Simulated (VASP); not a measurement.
A run of VASP 6.6.1:

The input INCAR:

```
PREC = Accurate
ENCUT = 600
EDIFF = 1E-7
ISMEAR = 0
SIGMA = 0.03
LREAL = F
LASPH = T
NELM = 80
ALGO = Normal
ISIF = 3
LWAVE = F
LCHARG = F
GGA = PS
IBRION = 2
NSW = 90
EDIFFG = -0.005
KPAR = 2
```

Contents of KPOINTS:

```
regular mesh
0
Gamma
  4 8 6
```

File POSCAR:

```
SnS                                     
1.0
   11.0829686077      0.0000000000      0.0000000000
    0.0000000000      3.9844556501      0.0000000000
    0.0000000000     -0.0000000000      4.2424905013
  Sn              S             
     4     4
Direct
     0.1183073364449069    0.2500000000000000    0.1134200494012284
     0.3816926635550931    0.7500000000000000    0.6134200494012284
     0.6183073364449069    0.2500000000000000    0.3865799505987715
     0.8816926635550931    0.7500000000000000    0.8865799505987716
     0.8534911889285614    0.2500000000000000    0.4730776821203960
     0.6465088110714386    0.7500000000000000    0.9730776821203959
     0.3534911889285616    0.2500000000000000    0.0269223178796039
     0.1465088110714385    0.7500000000000000    0.5269223178796041
```

Potentials or basis: VASP PAW PBE potentials, release 64 (Sn_d, S).

Run with:

```bash
$ cat potpaw_PBE.64/Sn_d/POTCAR potpaw_PBE.64/S/POTCAR > POTCAR
$ mpirun -np 2 vasp_std > vasp.out
```

Hardware: 2 MPI ranks on AMD EPYC 9R14 (Zen 4), on a shared host.

Question: Estimate the wall time of this run.

Answer: Run time: 34 min on 2 MPI ranks on AMD EPYC 9R14 (Zen 4) (shared host), peak memory 0.63 GiB a rank. Counts: scf iterations 101, k points 60, ion steps 14.
